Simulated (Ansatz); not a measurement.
# TiO2: the cost of one run

Method: DFT, PBE, plane-wave PAW, default files, scalar-relativistic, as far as a step names no other, in Ansatz 0.2.0.

### Step 1. Starting point

Symmetry: I4/m, No. 87, tetragonal system. The conventional cell has a = 8.702 Å, b = 8.702 Å, c = 3.775 Å, α = 90.00°, β = 90.00°, γ = 90.00°. Ti (site symmetry m) has 6 O at 1.80 to 2.26 Å as nearest neighbours. O (site symmetry m) is surrounded by 4 Ti at 1.95 to 2.26 Å. Around O (site symmetry m) lie 2 Ti at 1.80 to 1.81 Å.

As a file:

```
CELL_PARAMETERS angstrom
-4.35076 4.35076 1.88756
4.35076 -4.35076 1.88756
4.35076 4.35076 -1.88756
ATOMIC_POSITIONS crystal
Ti 0.70772 0.00286 0.71057
Ti 0.99714 0.70772 0.70486
Ti 0.00286 0.29228 0.29514
Ti 0.29228 0.99714 0.28943
O 0.50114 0.15078 0.65192
O 0.83834 0.84040 0.67874
O 0.84922 0.50114 0.35035
O 0.84040 0.16166 0.00206
O 0.15960 0.83834 0.99794
O 0.15078 0.49886 0.64965
O 0.16166 0.15960 0.32126
O 0.49886 0.84922 0.34808
```

### Step 2. Gradients at the starting positions

Input file input.yaml:

```yaml
crystal:
  lattice:
    - [-4.3507577183, 4.3507577183, 1.8875555959]
    - [4.3507577183, -4.3507577183, 1.8875555959]
    - [4.3507577183, 4.3507577183, -1.8875555959]
  atoms:
    - { symbol: Ti, position: [0.707718295, 0.002855245, 0.71057354] }
    - { symbol: Ti, position: [0.997144755, 0.707718295, 0.70486305] }
    - { symbol: Ti, position: [0.002855245, 0.292281705, 0.29513695] }
    - { symbol: Ti, position: [0.292281705, 0.997144755, 0.28942646] }
    - { symbol: O, position: [0.501136175, 0.150784715, 0.65192089] }
    - { symbol: O, position: [0.83833798, 0.8403974, 0.67873538] }
    - { symbol: O, position: [0.849215285, 0.501136175, 0.35035146] }
    - { symbol: O, position: [0.8403974, 0.16166202, 0.00205942] }
    - { symbol: O, position: [0.1596026, 0.83833798, 0.99794058] }
    - { symbol: O, position: [0.150784715, 0.498863825, 0.64964854] }
    - { symbol: O, position: [0.16166202, 0.1596026, 0.32126462] }
    - { symbol: O, position: [0.498863825, 0.849215285, 0.34807911] }
kpoints:
  mp_grid: { grid: [7, 7, 7] }
scf:
  occupations: { method: fermi_dirac, width: 0.02 }
hamiltonian:
  xc: pbe
  pseudopotentials: { kind: paw }
output:
  forces: true
  stress: true
  populations: true
  efg:
    quadrupole_moments_barn: { Ti: 0.247, O: -0.02558 }
    contact_densities: true
  write_density: true
  write_potential: true
  elf: true
  volumetric_format: npy
```

Run with:

```sh
$ ansatz run input.yaml --threads 1 --pin off --max-ram 2560MiB --backend cpu --events-out ev --progress --plain --runs-dir out
```

What time and memory should one allow on 1 thread of Intel Xeon Platinum 8488C (Sapphire Rapids), shared host?

About 28 s, with a peak of 0.74 GiB.
